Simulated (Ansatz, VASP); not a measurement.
**Si2W in VASP and in Ansatz**

The input INCAR:

```
SYSTEM = Si2W
ALGO = Normal ; EDIFF = 1E-6
ENCUT = 520 ; GGA = PE
ISIF = 2 ; ISMEAR = 0
LASPH = .True. ; LCHARG = .True.
LELF = .True. ; LREAL = .False.
LWAVE = .False. ; NELM = 60
PREC = Accurate ; SIGMA = 0.02
```

The input KPOINTS:

```
k-points
0
Gamma
  12 12 12
  0 0 0
```

POSCAR

```
Si2W
1.0
   -1.6069000000      1.6069000000      3.9149500000
    1.6069000000     -1.6069000000      3.9149500000
    1.6069000000      1.6069000000     -3.9149500000
W Si
1 2
Direct
    0.0000000000      0.0000000000      0.0000000000
    0.6653000000      0.6653000000      0.0000000000
    0.3347000000      0.3347000000      0.0000000000
```

input.yaml

```yaml
crystal:
  lattice:
    - [-1.6069, 1.6069, 3.91495]
    - [1.6069, -1.6069, 3.91495]
    - [1.6069, 1.6069, -3.91495]
  atoms:
    - { symbol: W, position: [0.0, 0.0, 0.0] }
    - { symbol: Si, position: [0.6653, 0.6653, 0.0] }
    - { symbol: Si, position: [0.3347, 0.3347, 0.0] }
hamiltonian:
  xc: pbe
  pseudopotentials: { kind: paw }
kpoints:
  mp_grid: { grid: [12, 12, 12] }
scf:
  occupations: { method: gaussian, width: 0.02 }
output:
  forces: true
  stress: true
  eigenvalues: true
  write_density: true
  write_potential: true
  elf: true
  volumetric_format: npy
```

Alike in both runs: functional PBE; k mesh 12 × 12 × 12; occupations gaussian, width 0.02 eV; no spin polarisation.

|  | VASP | Ansatz |
| --- | --- | --- |
| version | VASP 6.6.1 | Ansatz 0.2.0 |
| potentials or method | VASP PAW PBE potentials, release 64 (W_sv, Si) | Ansatz PAW |
| plane-wave cutoff (eV) | 520 | 420 |
| valence electrons in the cell | 22 | 22 |
| task | electron localisation function | single point |

```csv
,VASP,Ansatz,Ansatz less VASP
gap on the k mesh at the Fermi level (eV),none,none,-
pressure (GPa),3.4,3.3,-0.07
largest component of the traceless stress (GPa),0.37,0.43,+0.062
rms of the force components (eV/Å),0.040,0.038,-0.0013
```

Atom by atom the forces differ by 0.001 eV/Å (rms over components). A gap of «none» marks a metal or a gap that the smearing closes.

Spin-orbit coupling is left out, which matters for the levels of W.
